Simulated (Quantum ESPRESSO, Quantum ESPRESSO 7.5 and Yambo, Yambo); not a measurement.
**AgBr (Fm-3m): G0W0 with and without spin-orbit coupling**

Is the spin-orbit change of the gap of AgBr (Fm-3m) the same in DFT and in GW?

Program: Quantum ESPRESSO 7.5 and Yambo 5.3.0. Level of theory: PBE and many-body steps on it, plane waves. Results are calculated unless marked as measured.

The database entry behind the starting cell differs from later determinations by our own check (about 0.6 % short of the room-temperature cell), so it need not match the best structure at ambient conditions.

## Step 1: Set-up

The structure is cubic, space group Fm-3m (No. 225). Conventional cell: a = 5.740 Å, b = 5.740 Å, c = 5.740 Å, α = 90.00°, β = 90.00°, γ = 90.00°. Nearest to Ag lie 6 Br at 2.87 Å. Nearest to Br lie 6 Ag at 2.87 Å. Farther neighbours and most contacts between anions are not listed.

As a file:

```cif
data_structure
_symmetry_space_group_name_H-M 'Fm-3m'
_symmetry_Int_Tables_number 225
_cell_length_a 5.7403
_cell_length_b 5.7403
_cell_length_c 5.7403
_cell_angle_alpha 90.000
_cell_angle_beta 90.000
_cell_angle_gamma 90.000
_cell_volume 189.15
loop_
_atom_site_label
_atom_site_type_symbol
_atom_site_symmetry_multiplicity
_atom_site_Wyckoff_symbol
_atom_site_fract_x
_atom_site_fract_y
_atom_site_fract_z
_atom_site_occupancy
Ag1 Ag 4 a 0.00000 0.00000 0.00000 1
Br1 Br 4 b 0.50000 0.00000 0.00000 1
```

The cell and positions come from the Crystallography Open Database and are kept as given unless a step says otherwise.

## Step 2: Empty states on the mesh, 4×4×4 mesh, 245 bands

This step: Quantum ESPRESSO 7.5; DFT, PBE, plane waves, norm-conserving pseudopotentials.

The sums over transitions need many empty states on a uniform mesh; this step solves for them.

pw.in

```
&control
  calculation = 'nscf'
  prefix = 'x'
  outdir = 'o'
  pseudo_dir = 'pseudo'
/
&system
  ibrav = 0
  nat = 2
  ntyp = 2
  ecutwfc = 76.0
  nbnd = 245
  force_symmorphic = .true.
/
&electrons
  conv_thr = 1e-9
  electron_maxstep = 80
  diago_full_acc = .true.
  diago_thr_init = 5e-6
/
ATOMIC_SPECIES
  Ag 107.87 Ag.upf
  Br 79.904 Br.upf
CELL_PARAMETERS angstrom
  -0.0000000000 2.8701500000 2.8701500000
  2.8701500000 0.0000000000 2.8701500000
  2.8701500000 2.8701500000 0.0000000000
ATOMIC_POSITIONS crystal
  Ag 0.0000000000 0.0000000000 0.0000000000
  Br 0.5000000000 0.5000000000 0.5000000000
K_POINTS automatic
  4 4 4 0 0 0
```

The run is started by

```sh
> OMP_NUM_THREADS=1 mpirun -n 4 pw.x -nk 4 -in pw.in > pw.out
```

The program printed:

```text
Program PWSCF v.7.5 starts

     This program is part of the open-source Quantum ESPRESSO suite
     for quantum simulation of materials; please cite
         "P. Giannozzi et al., J. Phys.:Condens. Matter 21 395502 (2009);
         "P. Giannozzi et al., J. Phys.:Condens. Matter 29 465901 (2017);
         "P. Giannozzi et al., J. Chem. Phys. 152 154105 (2020);
     in publications or presentations arising from this work. More details at

     Atomic positions and unit cell read from directory:
     o/x.save/

     Message from routine setup:
[...]
66.8888  67.6590  68.1242  68.7897  69.2319  69.2319  71.0270  71.0270
     [... 19 further rows ...]
   159.5028 159.5996 159.5996 161.1093 161.1093 161.8472 161.9810 161.9810
   162.7754 164.1132 164.1214 164.1214 164.6484

          k = 0.3536 0.0000 0.0000 (  3591 PWs)   bands (ev):

     [... further k-points ...]

     highest occupied, lowest unoccupied level (ev):     9.7176   10.3900

     XML data file, pseudopotentials, collected wavefunctions

=------------------------------------------------------------------------------=
   JOB DONE.
=------------------------------------------------------------------------------=
```

Wall time 21 s (4 MPI ranks of Arm Neoverse V1, shared host); peak memory 0.51 GiB; 84 s of CPU time.

Numbers from this step:

* gap: 0.6724 eV
* k of the valence top: 0, 0, -0.5
* k of the conduction bottom: 0, 0, 0
* least direct gap: 2.604 eV
* k points computed: 8
* lowest point of the top converged band, above the valence top: 154.4163 eV

On this mesh the gap is 0.672 eV.

The density comes from a self-consistent run that is not shown.

## Step 3: Conversion and set-up

This step: Yambo 5.3.0; conversion and set-up on PBE, plane waves, norm-conserving pseudopotentials.

The states are converted to the many-body program's format and the q mesh is built.

The run is started by

```sh
> (cd o/x.save; p2y > p2y.log; mv SAVE ../..); yambo > setup.log
```

The program printed:

```text
 Yambo, version 5.3.0

 [02] CORE Variables Setup
 =========================

  [02.01] Unit cells
  ==================

  Cell kind             :  FCC
  Atoms in the cell     :  Ag  Br
  number of Ag atoms    :  1
  number of Br atoms    :  1

  List of atomic masses
  Mass of Ag    :  107.8700
  Mass of Br    :  79.90400

  List of atomic coordinates    : [cc]
  Ag1       :  0.000000  0.000000  0.000000  order 1
  Br1       :  5.423797  5.423797  5.423797  order 2

  Alat factors          :  5.423797  5.423797  5.423797 [a.u.]
  Direct lattice volume :  319.1100 [a.u.]
[...]
==========================================

 IBZ Q-points                                      :   8
 BZ  Q-points                                      :   64

 K/Q-points units:
 rlu = crystal or reduced units; cc = cartesian coordinates; iku = interal k-units

 Q [1]          [rlu]:  0.000000  0.000000  0.000000
 Q [2]          [rlu]:  0.11377E-17  0.11377E-17  0.25000
 Q [3]          [rlu]: -0.22755E-17 -0.22755E-17 -0.50000
[...]
Q [7]          [rlu]:  0.22019E-17 -0.50000     -0.50000
 Q [8]          [rlu]:  0.250000 -0.500000 -0.250000

  [03.01] X indexes
  =================

   [03.01.01] Sigma indexes
   ========================

 [06] Game Over & Game summary
```

It took 2.5 s on 1 MPI rank; peak memory 0.25 GiB.

## Step 4: Scalar-relativistic

G0W0 replaces the xc potential by the self-energy, built once from these orbitals. Only a window of levels is corrected, while the sums run over the empty bands that the input names.

This step: G0W0 on PBE, plane waves, norm-conserving pseudopotentials.

gw1.in

```
HF_and_locXC
gw0
dyson
ppa
em1d
rim_cut
RandQpts= 1000000
RandGvec= 1 RL
EXXRLvcs= 76 Ry
VXCRLvcs= 304 Ry
Chimod= "HARTREE"
% BndsRnXp
 1 | 245 |
%
NGsBlkXp= 17 Ry
% LongDrXp
 1 | 1 | 1 |
%
% GbndRnge
 1 | 245 |
%
DysSolver= "n"
ExtendOut
PPAPntXp= 27.21138 eV
% QPkrange
 3 | 3 | 17 | 20 |
 1 | 1 | 17 | 20 |
%
```

The run is started by

```sh
> OMP_NUM_THREADS=1 mpirun -n 4 yambo -F gw1.in -J gw1 -C gw1 > gw1.log
```

The program printed:

```text
 Yambo, version 5.3.0

 [02] CORE Variables Setup
 =========================

  [... cell, symmetries and grids as in the set-up ...]

  [02.05] Energies & Occupations
  ==============================

  [X] === General ===
  [X] Electronic Temperature                        :  0.000000  0.000000 [eV K]
  [X] Bosonic    Temperature                        :  0.000000  0.000000 [eV K]
  [X] Finite Temperature mode                       : no
  [X] El. density                                   :  0.76131E+24 [cm-3]
  [X] Fermi Level                                   :  9.717580 [eV]

  [X] === Gaps and Widths ===
  [X] Conduction Band Min                           :  0.672400 [eV]
  [X] Valence Band Max                              :  0.000000 [eV]
  [X] Filled Bands                                  :  18
  [X] Empty Bands                                   :   19  245
  [X] Direct Gap                                    :  2.604421 [eV]
  [X] Direct Gap localized at k                     :  1
  [X] Indirect Gap                                  :  0.672400 [eV]
  [X] Indirect Gap between kpts                     :  3  1
  [X] Last valence band width                       :  2.284116 [eV]
  [X] 1st conduction band width                     :  4.310293 [eV]

 [03] Transferred momenta grid and indexing
 ==========================================

 IBZ Q-points                                      :   8
 BZ  Q-points                                      :   64

 K/Q-points units:
 rlu = crystal or reduced units; cc = cartesian coordinates; iku = interal k-units

 Q [1]          [rlu]:  0.000000  0.000000  0.000000
 Q [2]          [rlu]:  0.11377E-17  0.11377E-17  0.25000
 Q [3]          [rlu]: -0.22755E-17 -0.22755E-17 -0.50000
 Q [4]          [rlu]: -0.11010E-17  0.25000      0.25000
 Q [5]          [rlu]:  0.15016E-16  0.25000      0.50000
 Q [6]          [rlu]: -0.22755E-17  0.25000     -0.25000
 Q [7]          [rlu]:  0.22019E-17 -0.50000     -0.50000
 Q [8]          [rlu]:  0.250000 -0.500000 -0.250000

 [04] Coloumb potential Random Integration (RIM)
 ===============================================

  [04.01] RIM initialization
  ==========================

  * Diagonal components only detected *

  8 x (sBL volume)        :  0.097165 [a.u.]
  sBZ random points       :  1000000
  Points outside the sBZ  :   7968281
  RL volume               :  0.777319 [a.u.]
  Integrated volume       :  0.780413 [a.u.]

  [04.02] RIM integrals
  =====================

  Gamma point sphere radius             :  0.083391 [a.u.]
  Points outside the sphere             :   800476
  [Int_sBZ(q=0) 1/q^2]*(Vol_sBZ)^(-1/3) =:  7.776341
                                 should be <:  7.795600

  Summary of Coulomb integrals for non-metallic bands |Q|[au] RIM/Bare

  Q [1] 0.100000E-4 0.997530 * Q [2] 0.250811 1.068455
  Q [4] 0.289612 1.066792 * Q [6] 0.409573 1.029758
  Q [5] 0.480267 1.022667 * Q [3] 0.501623 1.020719
  Q [7] 0.579224 1.017590 * Q [8] 0.647592 1.014588

 [05] Dipoles
 ============

  [05.01] Setup: observables and procedures
  =========================================

 [06] Dynamic Dielectric Matrix (PPA)
 ====================================

 [WR./gw1//ndb.pp]---------------------------------------------------------------
  Brillouin Zone Q/K grids (IBZ/BZ)                :    8   64    8   64
  RL vectors                                       :   4477 [WF]
  Coulomb cutoff potential                         : none
  Electronic Temperature                           :  0.000000 [K]
  Bosonic    Temperature                           :  0.000000 [K]
  PPA    diel. fun.  energies                      : Perdew, Burke & Ernzerhof(X)+Perdew, Burke & Ernzerhof(C)
  wavefunctions                                    : Perdew, Burke & Ernzerhof(X)+Perdew, Burke & Ernzerhof(C)
  Global Gauge                                     : length
  X matrix size                                    :   387
  X band range                                     :    1  245
  X e/h energy range                               : -1.000000 -1.000000 [eV]
  X Time ordering                                  : R
  X Hxc Kernel                                     : HARTREE
  X Drude frequency                                :  0.000000  0.000000
  X poles                                          :  100.0000 [o/o]
  RL vectors in the sum                            :   4477
  [r,Vnl] included                                 : yes
  Field direction                                  :  0.577350E-5  0.577350E-5  0.577350E-5
  BZ energy Double Grid                            : no
  BZ energy DbGd points                            : 0
  BZ Q point size factor                           : -1.000000
  X Optical Averaged directions                    : none

 [07] Local Exchange-Correlation + Non-Local Fock
 ================================================

 [VXC] Plane waves :  28571
 [EXS] Plane waves :   3647

 QP @ state[ 1 ] K range:  1  1
 QP @ state[ 1 ] b range:  17  20
 QP @ state[ 2 ] K range:  3  3
 QP @ state[ 2 ] b range:  17  20

 [xc] Functional : Perdew, Burke & Ernzerhof(X)+Perdew, Burke & Ernzerhof(C)
 [xc] LIBXC used to calculate xc functional
  PP Number of Atomic Species                      :  2
  NLCC RL compoments                               :  28571
  PP Number of Atomic Species                      :  2
  NLCC RL compoments                               :  28571

 [xc] E_xc :  -26.50683 [Ha]
      E_xc :  -53.01365 [Ry]

  Local XC kind (lXC) : Perdew, Burke & Ernzerhof(X)+Perdew, Burke & Ernzerhof(C)
  Non-Local XC kind (nlXC) : Hartree-Fock

  Corrections @ K [1] :  [eV]
 <17|nlXC|17> = -19.87250  0.10251E-16 <17|lXC|17> = -14.93821 -0.37763E-15
 <18|nlXC|18> = -19.87259 -0.53056E-17 <18|lXC|18> = -14.93821  0.000000
 <19|nlXC|19> = -7.964384 -0.54305E-17 <19|lXC|19> = -11.69944  0.000000
 <20|nlXC|20> = -6.579030 -0.11387E-18 <20|lXC|20> = -11.72707  0.000000

  Corrections @ K [3] :  [eV]
 <17|nlXC|17> = -26.16305  0.33499E-19 <17|lXC|17> = -20.98153 -0.23602E-16
 <18|nlXC|18> = -26.16306 -0.20615E-16 <18|lXC|18> = -20.98153  0.21242E-15
 <19|nlXC|19> = -5.459484  0.65554E-19 <19|lXC|19> = -9.398565  0.000000
 <20|nlXC|20> = -9.525898 -0.92742E-18 <20|lXC|20> = -14.59550 -0.17702E-15

 [08] Dyson equation: Newton solver
 ==================================

  [08.01] G0W0 (W PPA)
  ====================

  [  GW  ] Bands range     :    1  245
  [GW/PPA] G damping       :  0.100000 [eV]

  QP @ state[ 1 ] K range:  1  1
  QP @ state[ 1 ] b range:  17  20
  QP @ state[ 2 ] K range:  3  3
  QP @ state[ 2 ] b range:  17  20

   Sc/G bands                                       :    1  245
   Sc/G damping                                     :  0.100000 ev
   Sc bands terminator                              : no
   Sx RL components                                 :   3647

   QP @ state[ 1 ] K range                          :  1  1
   QP @ state[ 1 ] b range                          :  17  20
   QP @ state[ 2 ] K range                          :  3  3
   QP @ state[ 2 ] b range                          :  17  20
   GF energies kind                                 : Perdew, Burke & Ernzerhof(X)+Perdew, Burke & Ernzerhof(C)
   GF WF`s kind                                     : Perdew, Burke & Ernzerhof(X)+Perdew, Burke & Ernzerhof(C)
   Xs energies kind                                 : Perdew, Burke & Ernzerhof(X)+Perdew, Burke & Ernzerhof(C)
   Xs WF`s kind                                     : Perdew, Burke & Ernzerhof(X)+Perdew, Burke & Ernzerhof(C)

 [11] Game Over & Game summary
```

Wall time 6.3 min (4 MPI ranks); peak memory 2 GiB; 25 min of CPU time.

This step gave:

```
G0W0 gap on the points computed              : 2.086 eV
starting gap on the mesh                     : 0.6724 eV
k of the valence top                         : 0, 0, -0.5
k of the conduction bottom                   : 0, 0, 0
least direct G0W0 gap on the computed points : 4.523 eV
Z at the valence top                         : 0.8016
Z at the conduction bottom                   : 0.8278
```

The gap on the mesh goes from 0.67 eV to 2.09 eV, a correction of +1.41 eV.

## Step 5: Empty states on the mesh, 4×4×4 mesh, 490 bands

This step: Quantum ESPRESSO 7.5; DFT, PBE with spin-orbit coupling, plane waves, norm-conserving pseudopotentials.

Edit pw.in of step 2 so:

```diff
@@ -11,4 +11,6 @@
   ecutwfc = 76.0
-  nbnd = 245
+  nbnd = 490
   force_symmorphic = .true.
+  noncolin = .true.
+  lspinorb = .true.
 /
```

The run is started by

```sh
> OMP_NUM_THREADS=1 mpirun -n 4 pw.x -nk 4 -in pw.in > pw.out
```

The program printed:

```text
[banner, memory and clock lines left out]
Program PWSCF v.7.5 starts

     Atomic positions and unit cell read from directory:
     o/x.save/

     Message from routine setup:
     using ibrav=0 with symmetry is DISCOURAGED, use correct ibrav instead

     G-vector sticks info

     bravais-lattice index     =            0
     lattice parameter (alat)  =       7.6704  a.u.
     unit-cell volume          =     319.1100 (a.u.)^3
     number of atoms/cell      =            2
     number of atomic types    =            2
     number of electrons       =        36.00
[...]
k = 0.1768 0.1768-0.1768 (  3590 PWs)   bands (ev):

[...]
[... 50 further rows ...]
[...]
166.6534 166.6534

          k =-0.3536-0.3536 0.3536 (  3582 PWs)   bands (ev):

[...]
38.1964  38.1964  38.3799  38.3799  38.5509  38.5509  39.4543  39.4543
     [... 50 further rows ...]
   162.7780 162.7780 164.1059 164.1059 164.1141 164.1141 164.1330 164.1330
   164.6473 164.6473

          k = 0.3536 0.0000 0.0000 (  3591 PWs)   bands (ev):

     [... further k-points ...]

     highest occupied, lowest unoccupied level (ev):     9.8102   10.3980

     XML data file, pseudopotentials, collected wavefunctions
```

It took 2.2 min on 4 MPI ranks; peak memory 1.5 GiB.

This step gave:

| Property | Result |
| --- | --- |
| gap | 0.5878 eV |
| k of the valence top | 0, 0, -0.5 |
| k of the conduction bottom | 0, 0, 0 |
| least direct gap | 2.426 eV |
| k points computed | 8 |
| lowest point of the top converged band, above the valence top | 154.3259 eV |

On this mesh the gap is 0.588 eV.

The density comes from a self-consistent run that is not shown, made with spin-orbit coupling and fully relativistic files.

[end of part 1 of 2]

[Paths, hosts, dates, memory and timing lines, banners, echoed tables and standing remarks are left out of the program output.]

[Logs are printed without paths, hosts, clocks, repeated set-up lines and the standing remarks that a program may print on its own settings, such as how far it seeks lower states.]

[Runs of the session that timed out or met a known fault of the program may be left out.]

[Hosts, paths, dates, database ids (printed as entryN), source tags and the programs' standing remarks are cut or masked in the printed files.]
